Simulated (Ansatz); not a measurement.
The reference is CsPbI₃ in the cubic perovskite structure (space group Pm-3m, No. 221; a = 6.333 Å). Axes: x, y, z lie along the cube axes.

Computed with Kohn–Sham DFT with the r2SCAN functional, run in Ansatz (a quantum-chemistry and plane-wave program) with PAW and 500 eV plane waves, spin-orbit coupling left out.

For the base:

```
Quantity           Result
---------  --------------
Hole mass  0.15 mₑ (at R)
```

One thing is altered: biaxial strain +0.81 %, plane normal [001], relaxed out of plane (Cartesian); in-plane vectors clamped, the third vector and the atoms free.

Question: Estimate the effect on the out-of-plane strain.

Answer: The out-of-plane strain comes out as -0.21 %.

Question: Estimate the effect on the hole mass.

Answer: The hole mass becomes 0.14 mₑ out of plane, 0.16 mₑ in plane (at R) (base: 0.15 mₑ (at R)).

With I and Pb present, leaving out spin-orbit coupling can change the band edges. The levels and masses belong to the bands next to the band gap. Masses are band curvatures over ±0.01 Å⁻¹ around the edge. Stability against distortions was not tested. Many cubic perovskites are stable only at high temperature; tilts and polar distortions were not tested. This is not the structure that CsPbI3 has at room temperature and ambient pressure.
